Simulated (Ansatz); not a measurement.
Crystal: CuO.

```
Cu O
1.0
     1.99097   -2.15355    0.00000
     1.99097    2.15355    0.00000
     0.00000    0.00000    5.15593
Cu O
2 2
Direct
  0.50000 0.00000 0.00000
  0.00000 0.50000 0.50000
  0.50000 0.50000 0.25000
  0.50000 0.50000 0.75000
```

Measurements of this composition are mostly on another form, of space group No. 15.

Base run:

| Quantity | Value |
| --- | --- |
| Program | Ansatz 0.2.0 |
| Functional | LDA |
| Potentials or basis | Ansatz PAW |
| Cutoff | 420 eV |
| Density cutoff | 1680 eV |
| k mesh | 9 × 9 × 5 |
| Occupations | fermi-dirac, width 0.05 eV |
| Spin | no spin polarisation |
| Hubbard terms | Cu d U = 4.5 eV |

Its results: band gap on the k mesh none (metal or under the smearing width); pressure -9.8 GPa.

Task: The run is repeated on the same cell with these changes: functional from LDA to r2SCAN; cutoff from 420 eV to 500 eV; density cutoff from 1680 eV to 2000 eV. What comes out?

Result: Band gap on the k mesh none (metal or under the smearing width); pressure -2.7 GPa.

Caveats: the run has no spin polarisation, though such a crystal can be magnetic; U without spin polarisation on a metal has little footing; the PAW data sets come from PBE, with cores solved anew for the run's functional, which leaves a small shift of forces and pressure.

Not every run made on this cell is shown here.
